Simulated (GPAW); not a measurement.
# LiCl (Fm-3m): G0W0 with GPAW, start to end

How does a plane-wave GW calculation on LiCl (Fm-3m) run from the first input to the gap?

Method: LDA and many-body steps on it, plane waves, in GPAW 26.7.0.

**1. The structure**

Symmetry: Fm-3m, No. 225, cubic system. Conventional cell: a = 5.143 Å, b = 5.143 Å, c = 5.143 Å, α = 90.00°, β = 90.00°, γ = 90.00°. Nearest to Li lie 6 Cl at 2.57 Å. Nearest to Cl lie 6 Li at 2.57 Å. Farther neighbours and most contacts between anions are not listed.

As a file:

```cif
data_structure
_symmetry_space_group_name_H-M 'Fm-3m'
_symmetry_Int_Tables_number 225
_cell_length_a 5.1430
_cell_length_b 5.1430
_cell_length_c 5.1430
_cell_angle_alpha 90.000
_cell_angle_beta 90.000
_cell_angle_gamma 90.000
_cell_volume 136.03
loop_
_atom_site_label
_atom_site_type_symbol
_atom_site_symmetry_multiplicity
_atom_site_Wyckoff_symbol
_atom_site_fract_x
_atom_site_fract_y
_atom_site_fract_z
_atom_site_occupancy
Li1 Li 4 a 0.00000 0.00000 0.00000 1
Cl1 Cl 4 b 0.50000 0.00000 0.00000 1
```

The cell and positions come from the Crystallography Open Database and are kept as given unless a step says otherwise.

**2. Ground state**

This step: GPAW 26.7.0; DFT, LDA, plane waves, PAW.

The ground-state density comes first.

run.py reads:

```python
import json
import numpy as np
from gpaw.mpi import world
from ase import Atoms
from gpaw import GPAW, PW, FermiDirac

atoms = Atoms(['Li', 'Cl'],
    cell=[[0.0000000000, 2.5715000000, 2.5715000000],
      [2.5715000000, 0.0000000000, 2.5715000000],
      [2.5715000000, 2.5715000000, 0.0000000000]],
    scaled_positions=[[0.0000000000, 0.0000000000, 0.0000000000],
      [0.5000000000, 0.5000000000, 0.5000000000]],
    pbc=(True, True, True))
calc = GPAW(mode=PW(600),
    xc='LDA',
    kpts={'size': (8, 8, 8), 'gamma': True},
    occupations=FermiDirac(0.001),
    nbands=-7,
    convergence={'density': 1e-6, 'bands': -3},
    maxiter=100,
    txt='gs.txt')
atoms.calc = calc
res = {'energy': atoms.get_potential_energy()}
kpts = calc.get_ibz_k_points()
res['kpts'] = kpts
res['eigenvalues'] = [calc.get_eigenvalues(kpt=k) for k in range(len(kpts))]
res['n_electrons'] = calc.get_number_of_electrons()
calc.write('gs.gpw')

if world.rank == 0:
    with open('result.json', 'w') as f:
        json.dump(res, f, default=lambda x: x.tolist())
```

Started as:

```bash
> mpirun -n 8 gpaw python run.py
```

Log:

```text
__  _  _
 | _ |_)|_||  |
 |__||  | ||/\| - 26.7.0

Input parameters:
  mode=PW(ecut=600.0),
  convergence={'density': 1e-06, 'bands': -3},
  kpts=MonkhorstPack(size=(8, 8, 8), gamma=True),
  maxiter=100,
  nbands=-7,
  occupations=Occupations(name='fermi-dirac', width=0.001, fixmagmom=False),
  xc=XC(name='LDA')
  [... matrices ...]
Diagonalizing LCAO Hamiltonian
Converting LCAO to pw mode

               Cl

       Li

Atoms  # Å, Bohr magnetons
|   | symbol |        x |        y |        z |    initial magnetic moments |
| 0 |     Li | 0.000000 | 0.000000 | 0.000000 | ( 0.0000,  0.0000,  0.0000) |
| 1 |     Cl | 2.571500 | 2.571500 | 2.571500 | ( 0.0000,  0.0000,  0.0000) |

Unit cell  # Å
| periodic |        x |        y |        z |  lengths |    angles |
|      yes | 0.000000 | 2.571500 | 2.571500 | 3.636650 | 60.000000 |
|      yes | 2.571500 | 0.000000 | 2.571500 | 3.636650 | 60.000000 |
|      yes | 2.571500 | 2.571500 | 0.000000 | 3.636650 | 60.000000 |

Number of symmetries: 48
Symmetry operations  # r_c * U_cc + t_c -> r_c
|    | kind |            matrix            |
|  0 |  σ   |  1, 0, 0,  1, 0,-1,  1,-1, 0 |
|  1 |  C2  |  1, 0, 0,  1,-1, 0,  1, 0,-1 |
|  2 |  E   |  1, 0, 0,  0, 1, 0,  0, 0, 1 |
|  3 |  σ   |  1, 0, 0,  0, 0, 1,  0, 1, 0 |
|  4 |  C4  |  1, 0,-1,  1, 0, 0,  1,-1, 0 |
|  5 |  S6  |  1, 0,-1,  1,-1, 0,  1, 0, 0 |
|  6 |  σ   |  1, 0,-1,  0, 1,-1,  0, 0,-1 |
|  7 |  C3  |  1, 0,-1,  0, 0,-1,  0, 1,-1 |
|  8 |  S6  |  1,-1, 0,  1, 0, 0,  1, 0,-1 |
|  9 |  C4  |  1,-1, 0,  1, 0,-1,  1, 0, 0 |
| 10 |  C3  |  1,-1, 0,  0,-1, 1,  0,-1, 0 |
| 11 |  σ   |  1,-1, 0,  0,-1, 0,  0,-1, 1 |
| 12 |  σ   |  0, 1, 0,  1, 0, 0,  0, 0, 1 |
| 13 |  C4  |  0, 1, 0,  0, 1,-1, -1, 1, 0 |
| 14 |  C3  |  0, 1, 0,  0, 0, 1,  1, 0, 0 |
| 15 |  S6  |  0, 1, 0, -1, 1, 0,  0, 1,-1 |
| 16 |  C2  |  0, 1,-1,  1, 0,-1,  0, 0,-1 |
| 17 |  σ   |  0, 1,-1,  0, 1, 0, -1, 1, 0 |
| 18 |  S4  |  0, 1,-1,  0, 0,-1,  1, 0,-1 |
| 19 |  C4  |  0, 1,-1, -1, 1, 0,  0, 1, 0 |
| 20 |  C3  |  0, 0, 1,  1, 0, 0,  0, 1, 0 |
| 21 |  σ   |  0, 0, 1,  0, 1, 0,  1, 0, 0 |
| 22 |  S6  |  0, 0, 1,  0,-1, 1, -1, 0, 1 |
| 23 |  C4  |  0, 0, 1, -1, 0, 1,  0,-1, 1 |
| 24 |  S4  |  0, 0,-1,  1, 0,-1,  0, 1,-1 |
| 25 |  C3  |  0, 0,-1,  0, 1,-1,  1, 0,-1 |
| 26 |  C2  |  0, 0,-1,  0,-1, 0, -1, 0, 0 |
| 27 |  S6  |  0, 0,-1, -1, 0, 0,  0,-1, 0 |
| 28 |  S4  |  0,-1, 1,  1,-1, 0,  0,-1, 0 |
| 29 |  C4  |  0,-1, 1,  0, 0, 1, -1, 0, 1 |
| 30 |  C2  |  0,-1, 1,  0,-1, 0,  1,-1, 0 |
| 31 |  σ   |  0,-1, 1, -1, 0, 1,  0, 0, 1 |
| 32 |  C3  |  0,-1, 0,  1,-1, 0,  0,-1, 1 |
| 33 |  S6  |  0,-1, 0,  0, 0,-1, -1, 0, 0 |
| 34 |  S4  |  0,-1, 0,  0,-1, 1,  1,-1, 0 |
| 35 |  C2  |  0,-1, 0, -1, 0, 0,  0, 0,-1 |
| 36 |  C2  | -1, 1, 0,  0, 1, 0,  0, 1,-1 |
| 37 |  S6  | -1, 1, 0,  0, 1,-1,  0, 1, 0 |
| 38 |  S4  | -1, 1, 0, -1, 0, 1, -1, 0, 0 |
| 39 |  C3  | -1, 1, 0, -1, 0, 0, -1, 0, 1 |
| 40 |  S6  | -1, 0, 1,  0, 0, 1,  0,-1, 1 |
| 41 |  C2  | -1, 0, 1,  0,-1, 1,  0, 0, 1 |
| 42 |  C3  | -1, 0, 1, -1, 1, 0, -1, 0, 0 |
| 43 |  S4  | -1, 0, 1, -1, 0, 0, -1, 1, 0 |
| 44 |  C2  | -1, 0, 0,  0, 0,-1,  0,-1, 0 |
| 45 |  i   | -1, 0, 0,  0,-1, 0,  0, 0,-1 |
| 46 |  σ   | -1, 0, 0, -1, 1, 0, -1, 0, 1 |
| 47 |  C2  | -1, 0, 0, -1, 0, 1, -1, 1, 0 |

BZ-sampling:
  Number of BZ points: 512
  Number of IBZ points: 29

  Monkhorst-Pack size: [8, 8, 8]
  Monkhorst-Pack shift: [0.0625, 0.0625, 0.0625]

K-points  # in reciprocal-cell coordinates
|     |                                coordinates |     weight |
|   0 | (  0.00000000,   0.00000000,   0.00000000) | 0.00195312 |
|   1 | (  0.12500000,   0.12500000,   0.00000000) | 0.01171875 |
|   2 | (  0.12500000,   0.12500000,   0.12500000) | 0.01562500 |
|   3 | (  0.25000000,   0.12500000,   0.12500000) | 0.02343750 |
|   4 | (  0.25000000,   0.25000000,   0.00000000) | 0.01171875 |
|   5 | (  0.25000000,   0.25000000,   0.12500000) | 0.04687500 |
|   6 | (  0.25000000,   0.25000000,   0.25000000) | 0.01562500 |
|   7 | (  0.37500000,   0.25000000,  -0.37500000) | 0.04687500 |
|   8 | (  0.37500000,   0.25000000,   0.12500000) | 0.04687500 |
|   9 | (  0.37500000,   0.25000000,   0.25000000) | 0.04687500 |
| ... |                                            |            |
|  28 | (  0.50000000,   0.50000000,   0.50000000) | 0.00781250 |

Plane wave coefficients: 1158
Cutoff: 600.0 eV

Spin-components: 1 (collinear spins)
Bands:           11
Projectors:      8
Spin-degeneracy: 2
Datatype:        complex128

  Storage: CPU
  Wave functions: 5_813_456 bytes (726_682 per core)
  Projectors: 10_041_424 bytes (1_255_178 per core)
  [... matrices ...]
Parallelization:
  kpt:    8
  domain: 1
  band:   1

Density:
  Valence electrons: 8.0
  Components: 1
  Grid points: [21 21 21]
  Charge: 0.0  # |e|

Potential:
  Grid points: [21 21 21]

species:
  Li:
    name:    Lithium
    Z:       3.0
    valence: 1
    core:    2
    charge:  0.0  # [|e|]
    compensation charges:
      type: gauss
      rc: 0.33  # [Å]
      lmax: 2
    cutoffs:
      filter: 1.91  # [Å]
      core: 2.55  # [Å]
    projectors
    | kind |    occ | energy [eV] | rcut [Å] |
    |   2s |  1.000 |      -2.874 |    1.058 |
    |   2p |  0.000 |      -1.126 |    1.058 |
    |    s |        |      24.338 |    1.058 |

    Using partial waves for Li as LCAO basis

  Cl:
    name:    Chlorine
    Z:       17.0
    valence: 7
    core:    10
    charge:  0.0  # [|e|]
    compensation charges:
      type: gauss
      rc: 0.25  # [Å]
      lmax: 2
    cutoffs:
      filter: 1.40  # [Å]
      core: 1.49  # [Å]
    projectors
    | kind |    occ | energy [eV] | rcut [Å] |
    |   3s |  2.000 |     -20.688 |    0.794 |
    |   3p |  5.000 |      -8.701 |    0.794 |
    |    s |        |       6.523 |    0.794 |
    |    p |        |      18.511 |    0.794 |
    |    d |        |       0.000 |    0.794 |

    Using partial waves for Cl as LCAO basis

Reference energy: -12718.738429  # eV

eigensolver:
  PPCG
  Converge bands: -3
  niter=2

density mixing:
  MSR1-Mixer
  Pratt-step length: 0.05
  Maximum mixing coefficient: 0.75
  Old densities: 10
  SVD Regularization: 0.005
  Good broyden scale: 1.0
  Trust region scale: 1.0
  Backstep threshold: 4.0
  History deletion threshold: 6.0
  Fourier metric: weight=20.0, sigma=0.015

occupation numbers:
  Fermi-Dirac:
    width: 0.0010  # eV

poisson solver:
  ecut: 4800.0  # eV

xc functional:
  name: None

Initialization done in: 1.132 s

convergence criteria:
- Maximum integral of absolute [dens]ity change: 1e-06 electrons / valence electron
- Maximum [total energy] change in last 3 cyles: 0.0005 eV / valence electron
- Maximum integral of absolute [eigenst]ate change: 4e-08 eV^2 / valence electron
maximum number of iterations: 100

SCF iterations
|iter     |     time |      energy | eigst |  dens |
|iter:   1|  |   -8.025905 | +1.27 |       |
|iter:   2|  |   -8.025208 | -0.09 | -1.33 |
|iter:   3|  |   -8.019402 | -0.44 | -1.36 |
|iter:   4|  |   -8.019954 | -1.65 | -1.96 |
|iter:   5|  |   -8.019977c| -2.68 | -2.68 |
|iter:   6|  |   -8.019981c| -3.42 | -3.28 |
|iter:   7|  |   -8.019982c| -4.29 | -4.47 |
|iter:   8|  |   -8.019982c| -4.86 | -5.17 |
|iter:   9|  |   -8.019982c| -5.67 | -5.74 |
|iter:  10|  |   -8.019982c| -6.18 | -6.88c|
|iter:  11|  |   -8.019982c| -6.97 | -7.31c|
|iter:  12|  |   -8.019982c| -7.50c| -7.33c|

Converged in 12 steps
SCF loop duration: 1.546 s (0.129 s/step)
Energy contributions relative to reference atoms: (reference = -12718.738429)
  [... matrices ...]
Energy contributions:
  Kinetic:           6.616642
  Coulomb:          -7.235370
  Zero:              0.035898
  External:          0.000000
  Xc:               -7.437152
  Entropy:          -0.000000
  Spinorbit:         0.000000
  ----------------------------
  Free energy:      -8.019982
  Extrapolated:     -8.019982

dipole moment: (-2.979338, -2.979338, -2.979338)  # |e|*Ang

Fermi level: 3.308
Eigenvalues  # (at kpt = [0.000, 0.000, 0.000])
| band index |      eig [eV] | occ [0-2] |
|          0 |       -12.845 |     2.000 |
|          1 |         0.480 |     2.000 |
|          2 |         0.480 |     2.000 |
|          3 |         0.480 |     2.000 |
|          4 |         6.421 |     0.000 |
|          5 |        12.096 |     0.000 |
|          6 |        12.096 |     0.000 |
|          7 |        12.096 |     0.000 |
|          8 |        14.590 |     0.000 |
|          9 |        14.590 |     0.000 |
|         10 |        14.590 |     0.000 |

Gap: 5.941 eV
Transition (v -> c):
  (s=0, k=0, n=3, [0.00, 0.00, 0.00]) -> (s=0, k=0, n=4, [0.00, 0.00, 0.00])
No difference between direct/indirect transitions
# Writing to gs.gpw (mode='')
  [... matrices ...]
```

Wall time 4.7 s (8 MPI ranks of Arm Neoverse V1, shared host); peak memory 1.1 GiB; 36 s of CPU time.

This step gave:

```
total energy               : -8.020 eV
gap                        : 5.941 eV
k of the valence top       : 0, 0, 0
k of the conduction bottom : 0, 0, 0
least direct gap           : 5.941 eV
```

The gap is direct, at Γ.

**3. Bands along the symmetry lines**

Levels along a band path, at the cheap level, show where the edges lie and whether the meshes to come will hold them.

run.py reads:

```python
import json
import numpy as np
from gpaw.mpi import world
from gpaw import GPAW

path = [[0.000000, 0.000000, 0.000000],
    [0.062500, 0.000000, 0.062500],
    [0.125000, 0.000000, 0.125000],
    [0.187500, 0.000000, 0.187500],
    [0.250000, 0.000000, 0.250000],
    [0.312500, 0.000000, 0.312500],
    [0.375000, 0.000000, 0.375000],
    [0.437500, 0.000000, 0.437500],
    [0.500000, 0.000000, 0.500000],
    [0.515625, 0.031250, 0.515625],
    [0.531250, 0.062500, 0.531250],
    [0.546875, 0.093750, 0.546875],
    [0.562500, 0.125000, 0.562500],
    [0.578125, 0.156250, 0.578125],
    [0.593750, 0.187500, 0.593750],
    [0.609375, 0.218750, 0.609375],
    [0.625000, 0.250000, 0.625000],
    [0.375000, 0.375000, 0.750000],
    [0.328125, 0.328125, 0.656250],
    [0.281250, 0.281250, 0.562500],
    [0.234375, 0.234375, 0.468750],
    [0.187500, 0.187500, 0.375000],
    [0.140625, 0.140625, 0.281250],
    [0.093750, 0.093750, 0.187500],
    [0.046875, 0.046875, 0.093750],
    [0.000000, 0.000000, 0.000000],
    [0.062500, 0.062500, 0.062500],
    [0.125000, 0.125000, 0.125000],
    [0.187500, 0.187500, 0.187500],
    [0.250000, 0.250000, 0.250000],
    [0.312500, 0.312500, 0.312500],
    [0.375000, 0.375000, 0.375000],
    [0.437500, 0.437500, 0.437500],
    [0.500000, 0.500000, 0.500000],
    [0.500000, 0.468750, 0.531250],
    [0.500000, 0.437500, 0.562500],
    [0.500000, 0.406250, 0.593750],
    [0.500000, 0.375000, 0.625000],
    [0.500000, 0.343750, 0.656250],
    [0.500000, 0.312500, 0.687500],
    [0.500000, 0.281250, 0.718750],
    [0.500000, 0.250000, 0.750000],
    [0.500000, 0.218750, 0.718750],
    [0.500000, 0.187500, 0.687500],
    [0.500000, 0.156250, 0.656250],
    [0.500000, 0.125000, 0.625000],
    [0.500000, 0.093750, 0.593750],
    [0.500000, 0.062500, 0.562500],
    [0.500000, 0.031250, 0.531250],
    [0.500000, 0.000000, 0.500000]]
calc = GPAW('gs.gpw').fixed_density(kpts=path,
    symmetry='off',
    nbands=14,
    convergence={'bands': 10},
    txt='bands.txt')
res = {}
kpts = calc.get_ibz_k_points()
res['kpts'] = kpts
res['eigenvalues'] = [calc.get_eigenvalues(kpt=k) for k in range(len(kpts))]
res['n_electrons'] = calc.get_number_of_electrons()

if world.rank == 0:
    with open('result.json', 'w') as f:
        json.dump(res, f, default=lambda x: x.tolist())
```

Started as:

```bash
> mpirun -n 8 gpaw python run.py
```

Log:

```text
Diagonalizing LCAO Hamiltonian
Converting LCAO to pw mode
convergence criteria:
- Maximum integral of absolute [eigenst]ate change: 4e-08 eV^2 / valence electron
maximum number of iterations: 100

SCF iterations
|iter     |     time |      energy | eigst |  dens |
|iter:   1|  |             | +2.26 |       |
|iter:   2|  |             | +1.01 |       |
|iter:   3|  |             | +0.25 |       |
[...]
|iter:   7|  |             | -4.94 |       |
|iter:   8|  |             | -6.29 |       |
|iter:   9|  |             | -7.54c|       |
SCF steps: 9
  __  _  _
 | _ |_)|_||  |
 |__||  | ||/\| - 26.7.0

Input parameters:
  mode=PW(ecut=600.0),
  convergence={'bands': 10},
  gpts=array([21, 21, 21]),
  kpts=KPoints(kpts=array([[0.      , 0.      , 0.      ],
         [0.0625  , 0.      , 0.0625  ],
         [0.125   , 0.      , 0.125   ],
         [0.1875  , 0.      , 0.1875  ],
[...]
[0.515625, 0.03125 , 0.515625],
[...]
[0.546875, 0.09375 , 0.546875],
[...]
[0.578125, 0.15625 , 0.578125],
[...]
[0.609375, 0.21875 , 0.609375],
[...]
[0.328125, 0.328125, 0.65625 ],
[...]
[0.234375, 0.234375, 0.46875 ],
[...]
[0.140625, 0.140625, 0.28125 ],
[...]
[0.046875, 0.046875, 0.09375 ],
[...]
[0.5     , 0.0625  , 0.5625  ],
         [0.5     , 0.03125 , 0.53125 ],
         [0.5     , 0.      , 0.5     ]])),
  maxiter=100,
  nbands=14,
  occupations=Occupations(name='fermi-dirac', width=0.001, fixmagmom=False),
  parallel={},
  symmetry=Symmetry(point_group=False, time_reversal=False),
  xc=XC(name='LDA')
```

The job ended after 5.2 s (8 MPI ranks; peak memory 1.2 GiB).

Numbers from this step:

```
gap                        : 5.936 eV
k of the valence top       : 0.0938, 0.0938, 0.1875
k of the conduction bottom : 0, 0, 0
least direct gap           : 5.941 eV
```

The gap is 5.936 eV, −0.005 eV from the run before at this level.

The electronic bands at the labelled points (eV, zero at the top of the highest filled band; v1 is the highest filled band, c1 the lowest empty one):

```tsv
point	v4	v3	v2	v1	c1	c2	c3	c4
Γ	-13.33	-0.01	-0.01	-0.01	5.94	11.61	11.61	11.61
halfway	-12.95	-1.55	-0.61	-0.61	8.19	9.24	9.37	12.14
X	-12.50	-2.96	-1.13	-1.13	7.56	7.99	12.03	13.69
halfway	-12.50	-2.85	-1.36	-1.05	7.67	8.43	11.74	12.74
U	-12.53	-2.54	-1.82	-0.85	7.75	9.62	11.07	11.37
jump to K	-12.53	-2.54	-1.82	-0.85	7.75	9.62	11.07	11.37
halfway	-12.94	-1.76	-0.89	-0.09	7.57	9.76	9.99	10.53
Γ	-13.33	-0.01	-0.01	-0.01	5.94	11.61	11.61	11.61
halfway	-13.06	-1.62	-0.14	-0.14	6.84	10.33	10.33	10.63
L	-12.75	-2.87	-0.25	-0.25	6.38	9.14	9.14	12.58
halfway	-12.63	-2.60	-1.34	-0.59	7.85	8.98	10.18	11.39
W	-12.51	-2.17	-2.17	-1.08	9.23	9.75	10.09	10.09
halfway	-12.50	-2.75	-1.47	-1.10	8.03	8.64	11.45	11.77
X	-12.50	-2.96	-1.13	-1.13	7.56	7.99	12.03	13.69
```

The electronic bands as a text plot (rows in eV, shown from -8.0 to 11.7 only):

```
   11.3 |++++           +++      +++++++++++ ++       ++     +
   10.4 |  ++     +        ++++++++++    ++++         +++++++
    9.6 |    +++++       ++ +++++++          ++++ ++++   ++++
    8.8 |       ++     ++                        +++++++++ +++
    8.0 |     ++++++++++++++++++                      ++     ++++
    7.2 |    +       +          +++         +       ++
    6.3 |++++                      +++++++++ +++++++
    5.5 |
    4.7 |
    3.9 |
    3.1 |
    2.2 |
    1.4 |
    0.6 |
   -0.2 |*******            ***************************
   -1.0 |    *  ************  *******      *         ************
   -1.9 |     ****      *********           ***        *******
   -2.7 |         *********                    **********  ******
   -3.5 |
   -4.3 |
   -5.1 |
   -6.0 |
   -6.8 |
   -7.6 |
         Γ           X  U|K            Γ         L        W     X
```

**4. Empty states on the mesh, 4×4×4 mesh, 151 bands**

The sums over transitions need many empty states on a uniform mesh; this step solves for them.

run.py reads:

```python
import json
import numpy as np
from gpaw.mpi import world
from gpaw import GPAW

calc = GPAW('gs.gpw').fixed_density(kpts={'size': (4, 4, 4), 'gamma': True},
    parallel={'domain': 1, 'band': 1},
    txt='nscf.txt')
calc.diagonalize_full_hamiltonian(nbands=151)
calc.write('full.gpw', mode='all')
res = {}
kpts = calc.get_ibz_k_points()
res['kpts'] = kpts
res['eigenvalues'] = [calc.get_eigenvalues(kpt=k) for k in range(len(kpts))]
res['n_electrons'] = calc.get_number_of_electrons()

if world.rank == 0:
    with open('result.json', 'w') as f:
        json.dump(res, f, default=lambda x: x.tolist())
```

Started as:

```bash
> mpirun -n 8 gpaw python run.py
```

Log:

```text
Diagonalizing LCAO Hamiltonian
Converting LCAO to pw mode
convergence criteria:
- Maximum integral of absolute [eigenst]ate change: 4e-08 eV^2 / valence electron
maximum number of iterations: 100

SCF iterations
|iter     |     time |      energy | eigst |  dens |
|iter:   1|  |             | +1.24 |       |
|iter:   2|  |             | -0.12 |       |
|iter:   3|  |             | -0.25 |       |
[...]
|iter:  10|  |             | -6.41 |       |
|iter:  11|  |             | -7.12 |       |
|iter:  12|  |             | -7.61c|       |
SCF steps: 12
  __  _  _
 | _ |_)|_||  |
 |__||  | ||/\| - 26.7.0

Input parameters:
  mode=PW(ecut=600.0),
  convergence={'density': 1e-06, 'bands': -3},
  gpts=array([21, 21, 21]),
  kpts=MonkhorstPack(size=(4, 4, 4), gamma=True),
  maxiter=100,
  nbands=11,
  occupations=Occupations(name='fermi-dirac', width=0.001, fixmagmom=False),
  parallel={'domain': 1, 'band': 1},
  xc=XC(name='LDA')
Matrix size: 1139x1139
# Writing to full.gpw (mode='all')
  [... matrices ...]

timing:  # [seconds]
  Total: 2.207  # ━━━━━━━━━━━━━━━━━━━━━━━━━━━━━━━━━━━━━━━━━━━━━━━━━━━━━━━━━━━
```

The job ended after 5.9 s (8 MPI ranks; peak memory 1.8 GiB; 47 s of CPU time).

Numbers from this step:

| Item | Value |
| --- | --- |
| gap | 5.941 eV |
| k of the valence top | 0, 0, 0 |
| k of the conduction bottom | 0, 0, 0 |
| least direct gap | 5.941 eV |
| k points computed | 8 |
| lowest point of the top converged band, above the valence top | 146.4367 eV |

On this mesh the gap is 5.941 eV.

(Part 1 of 2 ends here.)

[Paths, hosts, dates, memory and timing lines, banners, echoed tables and standing remarks are left out of the program output.]

[Logs are printed without paths, hosts, clocks, repeated set-up lines and the standing remarks that a program may print on its own settings, such as how far it seeks lower states.]

[Runs of the session that timed out or met a known fault of the program may be left out.]

[Hosts, paths, dates, database ids (printed as entryN), source tags and the programs' standing remarks are cut or masked in the printed files.]
